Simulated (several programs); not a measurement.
## What each method gives for PbS (wurtzite)

PbS (wurtzite) (it has left that coordination), relaxed with r2SCAN in Ansatz, was computed with several methods. Space group P6_3mc (No. 186), hexagonal; conventional cell a = 4.997 Å, c = 5.998 Å, 32.42 Å³ an atom. Around Pb lie 5 S at 2.89–3.02 Å; around S lie 5 Pb at 2.89–3.02 Å. Note: simulated data, non-magnetic, for a generated structure that need not be the stable one.

```
CELL_PARAMETERS angstrom
4.99703 0.00000 0.00000
-2.49852 4.32756 0.00000
0.00000 0.00000 5.99770
ATOMIC_POSITIONS crystal
Pb 0.33333 0.66667 0.93592
Pb 0.66667 0.33333 0.43592
S 0.33333 0.66667 0.43908
S 0.66667 0.33333 0.93908
```

Gaps and times are for a single point on this cell; volume and bulk modulus come from each method's own relaxation or energy curve at fixed shape, which is too stiff where a cell has free coordinates or axes. Times are rough, from shared hosts (Arm Neoverse N1; Arm Neoverse V1; Arm Neoverse V2), and each method has its own mesh and cell size. A double dagger marks a value from a curve with shape and coordinates held. A star marks a curve whose lowest point is an end point. PM6 (MOPAC), PM7 (MOPAC), GFN1-xTB (tblite), GFN2-xTB (tblite) treat a cluster of cells at its zone centre, which samples few k points: where these miss a band edge, the gap comes out too large for that reason alone. Gaps from k meshes are read at a limited set of points (mesh, symmetry points, PBE's band edges), so each method's own least gap may be somewhat smaller. xTB and the PM methods were fitted mostly to molecules, and can miss a solid's gap by electronvolts. Minimal bases can be far off for gaps. Times of the plane-wave ladder aren't listed, since it ran on unlike processors and cards. Curves at held shape can't give the bulk modulus of a layered or molecular crystal, so none is listed. GLLB-SC's gap includes the derivative discontinuity. G0W0 is at finite bands, cutoff and mesh. d marks a direct gap, i an indirect one (no mark: not told apart), a dash a value that wasn't computed or didn't pass its checks.

```json
{"method": "PBEsol", "kind": "semilocal", "gap (eV)": "–", "own volume (Å³/atom)": "31.42", "bulk modulus (GPa)": "–", "atoms computed": "4", "processor time": "–"}
{"method": "GFN1-xTB (tblite)", "kind": "tight binding", "gap (eV)": "2.30", "own volume (Å³/atom)": "28.77*‡", "bulk modulus (GPa)": "–", "atoms computed": "cluster", "processor time": "0.97 s"}
{"method": "GFN2-xTB (tblite)", "kind": "tight binding", "gap (eV)": "3.01", "own volume (Å³/atom)": "–", "bulk modulus (GPa)": "–", "atoms computed": "cluster", "processor time": "2 s"}
{"method": "light PBE (260 eV and a coarse mesh)", "kind": "light plane-wave", "gap (eV)": "1.42 d", "own volume (Å³/atom)": "–", "bulk modulus (GPa)": "–", "atoms computed": "4", "processor time": "2 s"}
{"method": "PM7 (MOPAC)", "kind": "semi-empirical", "gap (eV)": "7.26", "own volume (Å³/atom)": "–", "bulk modulus (GPa)": "–", "atoms computed": "cluster", "processor time": "3.1 s"}
{"method": "PM6 (MOPAC)", "kind": "semi-empirical", "gap (eV)": "5.21", "own volume (Å³/atom)": "–", "bulk modulus (GPa)": "–", "atoms computed": "cluster", "processor time": "3.2 s"}
{"method": "PBE/single zeta (GPAW)", "kind": "small basis", "gap (eV)": "1.39 d", "own volume (Å³/atom)": "–", "bulk modulus (GPa)": "–", "atoms computed": "4", "processor time": "6.2 s"}
{"method": "PBE/SZV (CP2K)", "kind": "small basis", "gap (eV)": "0.65 d", "own volume (Å³/atom)": "30.39‡", "bulk modulus (GPa)": "–", "atoms computed": "4", "processor time": "7.1 s"}
{"method": "PBE", "kind": "semilocal", "gap (eV)": "1.42 d", "own volume (Å³/atom)": "33.02", "bulk modulus (GPa)": "–", "atoms computed": "4", "processor time": "–"}
{"method": "PBE/DZVP (CP2K)", "kind": "small basis", "gap (eV)": "1.36 d", "own volume (Å³/atom)": "33.06‡", "bulk modulus (GPa)": "–", "atoms computed": "4", "processor time": "14 s"}
{"method": "LDA", "kind": "semilocal", "gap (eV)": "1.28 d", "own volume (Å³/atom)": "–", "bulk modulus (GPa)": "–", "atoms computed": "4", "processor time": "–"}
{"method": "r2SCAN", "kind": "semilocal", "gap (eV)": "1.72 d", "own volume (Å³/atom)": "32.42", "bulk modulus (GPa)": "–", "atoms computed": "4", "processor time": "–"}
{"method": "GLLB-SC (GPAW)", "kind": "model potential", "gap (eV)": "2.58", "own volume (Å³/atom)": "–", "bulk modulus (GPa)": "–", "atoms computed": "4", "processor time": "56 s"}
{"method": "PBE+SOC", "kind": "semilocal", "gap (eV)": "0.72 d", "own volume (Å³/atom)": "–", "bulk modulus (GPa)": "–", "atoms computed": "4", "processor time": "–"}
{"method": "HSE06", "kind": "hybrid", "gap (eV)": "1.96 d", "own volume (Å³/atom)": "–", "bulk modulus (GPa)": "–", "atoms computed": "4", "processor time": "–"}
{"method": "PBE0", "kind": "hybrid", "gap (eV)": "2.59 d", "own volume (Å³/atom)": "–", "bulk modulus (GPa)": "–", "atoms computed": "4", "processor time": "–"}
{"method": "G0W0@PBE (140 eV screening cutoff)", "kind": "many-body", "gap (eV)": "1.83", "own volume (Å³/atom)": "–", "bulk modulus (GPa)": "–", "atoms computed": "4", "processor time": "–"}
```

Against HSE06 (1.96 eV) and with closed or daggered gaps left aside, the nearest gap at the points sampled is that of G0W0@PBE (140 eV screening cutoff) (-0.13 eV) and the farthest that of PM7 (MOPAC) (+5.30 eV). HSE06 is only a yardstick of convenience, and nearness to it can be luck.

Volumes against r2SCAN's: PBEsol -3.1 %, PBE +1.8 %.

Only the rows marked +SOC include spin-orbit coupling.
